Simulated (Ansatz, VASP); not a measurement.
# Two plane-wave programs on MgI2

Contents of POSCAR:

```
MgI2
1.0
    4.1573370000      0.0000000000      0.0000000000
   -2.0786680000      3.6003600000      0.0000000000
    0.0000000000      0.0000000000      6.8680080000
Mg I
1 2
Direct
    0.0000000000      0.0000000000      0.0000000000
    0.3333000000      0.6667000000      0.7576300000
    0.6667000000      0.3333000000      0.2423700000
```

The input INCAR.step1:

```
PREC     = Accurate       # precision mode
ENCUT    = 520            # plane-wave cutoff, eV
ISMEAR   = -1             # smearing method
SIGMA    = 0.1            # smearing width, eV
LREAL    = False          # projectors in reciprocal space
LASPH    = True           # aspherical terms in the spheres
NELM     = 100            # most SCF steps
NBANDS   = 15             # bands
GGA      = PE             # functional
ALGO     = Normal         # electronic algorithm
EDIFF    = 1E-4           # SCF threshold, eV
LWAVE    = True           # write WAVECAR
LCHARG   = False          # write CHGCAR
```

The input INCAR.step2:

```
PREC     = Accurate       # precision mode
ENCUT    = 520            # plane-wave cutoff, eV
EDIFF    = 1E-6           # SCF threshold, eV
ISMEAR   = -1             # smearing method
SIGMA    = 0.1            # smearing width, eV
LREAL    = False          # projectors in reciprocal space
LASPH    = True           # aspherical terms in the spheres
NELM     = 100            # most SCF steps
ALGO     = Normal         # electronic algorithm
ISIF     = 2              # what is computed and relaxed
LWAVE    = False          # write WAVECAR
LCHARG   = False          # write CHGCAR
METAGGA  = R2SCAN         # meta-GGA
LMIXTAU  = True         
NBANDS   = 15             # bands
ISTART   = 1
```

The input KPOINTS:

```
Automatic mesh
0
Gamma
  7 7 4
```

Input for Ansatz:

```yaml
crystal:
  lattice:
    - [4.157337, 0.0, 0.0]
    - [-2.078668, 3.60036, 0.0]
    - [0.0, 0.0, 6.868008]
  atoms:
    - { symbol: Mg, position: [0.0, 0.0, 0.0] }
    - { symbol: I, position: [0.3333, 0.6667, 0.75763] }
    - { symbol: I, position: [0.6667, 0.3333, 0.24237] }
  symmetry: { tolerance: 0.0003 }
kpoints:
  mp_grid: { grid: [7, 7, 4], shift: [0, 0, 0] }
  band_path:
    path:
      - [0.0, 0.0, 0.0]
      - [0.5, 1.0e-07, 0.0]
      - [0.33333333, 0.33333343, 0.0]
      - [0.0, 0.0, 0.0]
      - [0.0, 0.0, 0.5]
      - [0.5, 1.0e-07, 0.5]
      - [0.33333333, 0.33333343, 0.5]
      - [0.0, 0.0, 0.5]
      - [0.5, 1.0e-07, 0.5]
      - [0.5, 1.0e-07, 0.0]
      - [0.33333333, 0.33333343, 0.5]
    npoints: 14
magnetization:
  spin_polarized: false
scf:
  occupations: { method: fermi_dirac }
  lower_state_search: "off"
  max_iter: 200
hamiltonian:
  pseudopotentials: { kind: paw }
  xc: r2scan
basis:
  ecutwfc: 500
  fft_grid_basis: typed
output:
  forces: true
  stress: true
  eigenvalues: true
  bader: true
  populations: true
  elf: true
  write_potential: true
  volumetric_format: npy
  dos:
    e_range: [-12, 8]
    de: 0.05
    projected: { site_lists: { I: [I], Mg: [Mg] } }
  write_density: true
checkpoint:
  read: saved_state
```

Alike in both runs: task single point; functional r2SCAN; k mesh 7 × 7 × 4; no spin polarisation.

|  | VASP | Ansatz |
| --- | --- | --- |
| version | VASP 6.6.1 | Ansatz 0.2.0 |
| potentials or method | VASP PAW PBE potentials, release 64 (Mg, I) | PAW plane waves |
| plane-wave cutoff (eV) | 520 | 500 |
| occupations | fermi-dirac, width 0.1 eV | fermi-dirac |
| valence electrons in the cell | 16 | 44 |

|  | VASP | Ansatz | Ansatz less VASP |
| --- | --- | --- | --- |
| gap on the k mesh at the Fermi level (eV) | 4.12 | 4.15 | +0.033 |
| pressure (GPa) | 0.6 | 0.7 | +0.12 |
| largest component of the traceless stress (GPa) | 0.08 | 0.08 | -0.007 |
| rms of the force components (eV/Å) | 0.013 | 0.004 | -0.0085 |

Atom by atom the forces differ by 0.008 eV/Å (rms over components). The two sets of potentials don't hold the same shells in valence. Ansatz warned: «structure_snapped_to_symmetry».

Caveats: the PAW data sets were made with another functional, which shifts forces and pressure a little (VASP); spin-orbit coupling is left out, which moves the levels of the heavy elements; an odd mesh through Γ misses points on the zone boundary, where band edges often lie. r2SCAN opens gaps a little over a GGA but as a rule still falls short of measured ones.
